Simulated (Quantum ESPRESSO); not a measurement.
# TePb (Fm-3m) in Quantum ESPRESSO: settings compared

One crystal, TePb, is run at these levels: PBE, LDA, WC; tasks: phonons.

Program: Quantum ESPRESSO 7.5. These are calculated values, not measurements. Logs are shortened: lines on timing, memory, paths and dates and some standing lists are left out, and cuts for length are marked.

## (1) The structure

Symmetry: Fm-3m, No. 225, cubic system. Conventional cell: a = 6.462 Å, b = 6.462 Å, c = 6.462 Å, α = 90.00°, β = 90.00°, γ = 90.00°. Pb (site symmetry m-3m) has 6 Te at 3.23 Å as nearest neighbours. Te (site symmetry m-3m) has 6 Pb at 3.23 Å as nearest neighbours.

## (2) Phonons, PBE

pw.in reads:

```
&CONTROL
  calculation = 'scf'
  prefix = 'pwscf'
  outdir = './tmp'
  pseudo_dir = './pseudo'
  tprnfor = .true.
  tstress = .true.
  disk_io = 'low'
/
&SYSTEM
  ibrav = 0
  A = 4.56932402
  nat = 2
  ntyp = 2
  ecutwfc = 45
  ecutrho = 360
  nbnd = 16
  occupations = 'smearing'
  smearing = 'fd'
  degauss = 0.00367493
/
&ELECTRONS
  conv_thr = 4d-10
  electron_maxstep = 120
  mixing_beta = 0.5
/
ATOMIC_SPECIES
Pb   207.2000 pb_pbe_v1.uspp.F.UPF
Te   127.6000 te_pbe_v1.uspp.F.UPF
CELL_PARAMETERS alat
   0.0000000000    0.7071067812    0.7071067812
   0.7071067812    0.0000000000    0.7071067812
   0.7071067812    0.7071067812    0.0000000000
ATOMIC_POSITIONS alat
Pb     0.0000000000    0.0000000000    0.0000000000
Te     0.7071067812    0.7071067812    0.7071067812
K_POINTS automatic
2 2 2 1 1 1
```

relax.in reads:

```
&CONTROL
  calculation = 'vc-relax'
  prefix = 'pwscf'
  outdir = './tmp'
  pseudo_dir = './pseudo'
  tprnfor = .true.
  tstress = .true.
  disk_io = 'low'
  nstep = 40
  forc_conv_thr = 0.0001
  etot_conv_thr = 1d-06
/
&SYSTEM
  ibrav = 0
  A = 4.56932402
  nat = 2
  ntyp = 2
  ecutwfc = 45
  ecutrho = 360
  nbnd = 16
  occupations = 'smearing'
  smearing = 'fd'
  degauss = 0.00367493
/
&ELECTRONS
  conv_thr = 4d-10
  electron_maxstep = 120
  mixing_beta = 0.5
/
&IONS
  ion_dynamics = 'bfgs'
/
&CELL
  cell_dynamics = 'bfgs'
  press = 0
  press_conv_thr = 0.2
/
ATOMIC_SPECIES
Pb   207.2000 pb_pbe_v1.uspp.F.UPF
Te   127.6000 te_pbe_v1.uspp.F.UPF
CELL_PARAMETERS alat
   0.0000000000    0.7071067812    0.7071067812
   0.7071067812    0.0000000000    0.7071067812
   0.7071067812    0.7071067812    0.0000000000
ATOMIC_POSITIONS alat
Pb     0.0000000000    0.0000000000    0.0000000000
Te     0.7071067812    0.7071067812    0.7071067812
K_POINTS automatic
2 2 2 1 1 1
```

scf2.in reads:

```
&CONTROL
  calculation = 'scf'
  prefix = 'pwscf'
  outdir = './tmp'
  pseudo_dir = './pseudo'
  tprnfor = .true.
  tstress = .true.
  disk_io = 'low'
/
&SYSTEM
  ibrav = 0
  A = 4.57134807
  nat = 2
  ntyp = 2
  ecutwfc = 45
  ecutrho = 360
  nbnd = 16
  occupations = 'fixed'
/
&ELECTRONS
  conv_thr = 1d-13
  electron_maxstep = 120
  mixing_beta = 0.5
  startingpot = 'file'
  startingwfc = 'file'
/
ATOMIC_SPECIES
Pb   207.2000 pb_pbe_v1.uspp.F.UPF
Te   127.6000 te_pbe_v1.uspp.F.UPF
CELL_PARAMETERS alat
   0.0000000000    0.7071067808    0.7071067808
   0.7071067808    0.0000000000    0.7071067808
   0.7071067808    0.7071067808    0.0000000000
ATOMIC_POSITIONS alat
Pb     0.0000000000    0.0000000000    0.0000000000
Te     0.7071067808    0.7071067808    0.7071067808
K_POINTS automatic
2 2 2 1 1 1
```

ph.in reads:

```
phonons of TePb
&INPUTPH
  prefix = 'pwscf'
  outdir = './tmp'
  tr2_ph = 1d-18
  fildyn = 'dyn'
  niter_ph = 90
  alpha_mix(1) = 0.7
/
0.3535533906 0.7071067812 0.0000000000
```

Potentials or basis: GBRV 1.5 PBE.

The run is started by

```
$ OMP_NUM_THREADS=1 pw.x -in pw.in > pw.out
$ OMP_NUM_THREADS=1 pw.x -in relax.in > relax.out
$ OMP_NUM_THREADS=1 pw.x -in scf2.in > scf2.out
$ OMP_NUM_THREADS=1 ph.x -in ph.in > ph.out
```

pw.out:

```text
This program is part of the open-source Quantum ESPRESSO suite
     for quantum simulation of materials; please cite
[... 9 lines left out ...]
     --------------------
     sticks:   dense  smooth     PW     G-vecs:    dense   smooth      PW
     Sum        1843     925    253                52345    18499    2741

     Using Slab Decomposition

     bravais-lattice index     =            0
     lattice parameter (alat)  =       8.6348  a.u.
     unit-cell volume          =     455.2369 (a.u.)^3
     number of atoms/cell      =            2
     number of atomic types    =            2
     number of electrons       =        20.00
     number of Kohn-Sham states=           16
     kinetic-energy cutoff     =      45.0000  Ry
     charge density cutoff     =     360.0000  Ry
     scf convergence threshold =      4.0E-10
     mixing beta               =       0.5000
     number of iterations used =            8  plain     mixing
     Exchange-correlation= SLA  PW   PBE  PBE
                           (   1   4   3   4   0   0   0)

     celldm(1)=   8.634771  celldm(2)=   0.000000  celldm(3)=   0.000000
     celldm(4)=   0.000000  celldm(5)=   0.000000  celldm(6)=   0.000000

     crystal axes: (cart. coord. in units of alat)
               a(1) = (   0.000000   0.707107   0.707107 )
               a(2) = (   0.707107   0.000000   0.707107 )
               a(3) = (   0.707107   0.707107   0.000000 )

     reciprocal axes: (cart. coord. in units 2 pi/alat)
               b(1) = ( -0.707107  0.707107  0.707107 )
               b(2) = (  0.707107 -0.707107  0.707107 )
               b(3) = (  0.707107  0.707107 -0.707107 )

     PseudoPot. # 1 for Pb read from file:
     pb_pbe_v1.uspp.F.UPF
     Pseudo is Ultrasoft + core correction, Zval = 14.0
     Generated by new atomic code, or converted to UPF format
     Using radial grid of  899 points,  6 beta functions with:
                l(1) =   0
                l(2) =   0
                l(3) =   1
                l(4) =   1
                l(5) =   2
                l(6) =   2
     Q(r) pseudized with  6 coefficients,  rinner =    1.000   1.000   1.000
                                                       1.000   1.000

     PseudoPot. # 2 for Te read from file:
     te_pbe_v1.uspp.F.UPF
     Pseudo is Ultrasoft + core correction, Zval =  6.0
     Generated by new atomic code, or converted to UPF format
     Using radial grid of  891 points,  5 beta functions with:
                l(1) =   0
                l(2) =   0
                l(3) =   1
                l(4) =   1
                l(5) =   2
     Q(r) pseudized with  6 coefficients,  rinner =    1.800   1.800   1.800
                                                       1.800   1.800

     atomic species   valence    mass     pseudopotential
     Pb               14.00   207.20000     Pb( 1.00)
     Te                6.00   127.60000     Te( 1.00)

     48 Sym. Ops., with inversion, found

   Cartesian axes

     site n.     atom                  positions (alat units)
         1        Pb     tau(   1) = (   0.0000000   0.0000000   0.0000000  )
         2        Te     tau(   2) = (   0.7071068   0.7071068   0.7071068  )

     number of k points=     2  Fermi-Dirac smearing, width (Ry)=  0.0037
                       cart. coord. in units 2pi/alat
        k(    1) = (   0.1767767   0.1767767   0.1767767), wk =   0.5000000
        k(    2) = (  -0.1767767  -0.1767767   0.5303301), wk =   1.5000000

     Dense  grid:    52345 G-vectors     FFT dimensions: (  54,  54,  54)

     Smooth grid:    18499 G-vectors     FFT dimensions: (  40,  40,  40)

     Initial potential from superposition of free atoms

     starting charge      19.9974, renormalised to      20.0000

     negative rho (up, down):  1.582E-02 0.000E+00
     Starting wfcs are   13 randomized atomic wfcs +    3 random wfcs

     Self-consistent Calculation

     iteration #  1     ecut=    45.00 Ry     beta= 0.50
     Davidson diagonalization with overlap
     ethr =  1.00E-02,  avg # of iterations =  6.5

     Threshold (ethr) on eigenvalues was too large:
     Diagonalizing with lowered threshold

     Davidson diagonalization with overlap
     ethr =  1.15E-04,  avg # of iterations =  3.0

     negative rho (up, down):  1.538E-02 0.000E+00

     total energy              =    -190.75076615 Ry
     estimated scf accuracy    <       0.02260940 Ry

     iteration #  2     ecut=    45.00 Ry     beta= 0.50
     Davidson diagonalization with overlap
     ethr =  1.13E-04,  avg # of iterations =  2.0

     negative rho (up, down):  1.552E-02 0.000E+00

     total energy              =    -190.75628121 Ry
     estimated scf accuracy    <       0.00211393 Ry

     iteration #  3     ecut=    45.00 Ry     beta= 0.50
     Davidson diagonalization with overlap
     ethr =  1.06E-05,  avg # of iterations =  2.0

     negative rho (up, down):  1.556E-02 0.000E+00

     total energy              =    -190.75668394 Ry
     estimated scf accuracy    <       0.00035800 Ry

     iteration #  4     ecut=    45.00 Ry     beta= 0.50
     Davidson diagonalization with overlap
     ethr =  1.79E-06,  avg # of iterations =  3.5

     negative rho (up, down):  1.556E-02 0.000E+00

     total energy              =    -190.75670172 Ry
     estimated scf accuracy    <       0.00000644 Ry

     iteration #  5     ecut=    45.00 Ry     beta= 0.50
     Davidson diagonalization with overlap
     c_bands:  1 eigenvalues not converged
     ethr =  3.22E-08,  avg # of iterations = 13.5

     negative rho (up, down):  1.560E-02 0.000E+00

     total energy              =    -190.75673150 Ry
     estimated scf accuracy    <       0.00000124 Ry

     iteration #  6     ecut=    45.00 Ry     beta= 0.50
     Davidson diagonalization with overlap
     ethr =  6.20E-09,  avg # of iterations =  3.0

     negative rho (up, down):  1.569E-02 0.000E+00

     total energy              =    -190.75673126 Ry
     estimated scf accuracy    <       0.00000067 Ry

     iteration #  7     ecut=    45.00 Ry     beta= 0.50
     Davidson diagonalization with overlap
     ethr =  3.34E-09,  avg # of iterations =  2.0

     negative rho (up, down):  1.570E-02 0.000E+00

     total energy              =    -190.75673138 Ry
     estimated scf accuracy    <       0.00000003 Ry

     iteration #  8     ecut=    45.00 Ry     beta= 0.50
     Davidson diagonalization with overlap
     ethr =  1.74E-10,  avg # of iterations =  5.5

     negative rho (up, down):  1.570E-02 0.000E+00

     End of self-consistent calculation

          k = 0.1768 0.1768 0.1768 (  2316 PWs)   bands (ev):

    -9.1731  -9.1731  -9.1558  -9.1486  -9.1486  -4.0954   0.4648   6.2236
     6.2236   6.7698   9.6131   9.9307   9.9307  13.4857  14.3526  14.3526

          k =-0.1768-0.1768 0.5303 (  2319 PWs)   bands (ev):

    -9.2041  -9.1670  -9.1573  -9.1403  -9.1359  -3.1160  -0.4954   4.2505
     5.2962   5.5536  10.6251  10.8817  11.9614  12.6953  15.8787  16.7706

     the Fermi energy is     7.9981 ev

!    total energy              =    -190.75673143 Ry
     estimated scf accuracy    <          2.7E-10 Ry
     smearing contrib. (-TS)   =      -0.00000000 Ry
     internal energy E=F+TS    =    -190.75673143 Ry

     The total energy is F=E-TS. E is the sum of the following terms:
     one-electron contribution =     -46.03505993 Ry
     hartree contribution      =      35.19981190 Ry
     xc contribution           =     -77.82327332 Ry
     ewald contribution        =    -102.09821009 Ry

     convergence has been achieved in   8 iterations

     negative rho (up, down):  1.570E-02 0.000E+00

     Forces acting on atoms (cartesian axes, Ry/au):

     atom    1 type  1   force =     0.00000000    0.00000000    0.00000000
     atom    2 type  2   force =     0.00000000    0.00000000    0.00000000

     Total force =     0.000000     Total SCF correction =     0.000000

     Computing stress (Cartesian axis) and pressure

     negative rho (up, down):  1.570E-02 0.000E+00
          total   stress  (Ry/bohr**3)                   (kbar)     P=        0.70
   0.00000472   0.00000000   0.00000000            0.70        0.00        0.00
   0.00000000   0.00000472   0.00000000            0.00        0.70        0.00
   0.00000000   0.00000000   0.00000472            0.00        0.00        0.70

=------------------------------------------------------------------------------=
   JOB DONE.
=------------------------------------------------------------------------------=
```

Wall time 1.7 min (1 thread of Intel Xeon 6975P-C (Granite Rapids), shared host); peak memory 0.22 GiB.

Results:

- Free energy: -2595.3776 eV
- Relaxed volume: 33.77 Å³/atom
- Relaxed cell: a = 4.571 Å, b = 4.571 Å, c = 4.571 Å, α = 60.00°, β = 60.00°, γ = 60.00°
- Space group after relaxing (to 0.05 Å): Fm-3m (No. 225)
- Pressure after relaxing: 0.0 GPa
- Highest phonon frequency at the q point run: 110 cm⁻¹

Final structure:
```
CELL_PARAMETERS angstrom
0.00000 3.23243 3.23243
3.23243 0.00000 3.23243
3.23243 3.23243 0.00000
ATOMIC_POSITIONS crystal
Pb 0.00000 0.00000 0.00000
Te 0.50000 0.50000 0.50000
```

Phonon frequencies in cm⁻¹ (negative: imaginary):
```
              q point           frequencies
(0.500, 0.250, 0.750)  46 46 77 106 106 110
```

Phonon modes at q = (0.500, 0.250, 0.750) in reciprocal lattice units:
| mode | symmetry | cm⁻¹ |
| --- | --- | --- |
| 1 | E | 46 |
| 2 | E | 46 |
| 3 | B_2 | 77 |
| 4 | E | 106 |
| 5 | E | 106 |
| 6 | A_1 | 110 |

Caveat: the k mesh is coarse (spacing up to 0.84 Å⁻¹), so the values aren't converged. Spin-orbit coupling is left out, which matters for the levels of Pb, Te.

(Continued in part 2 of 4.)
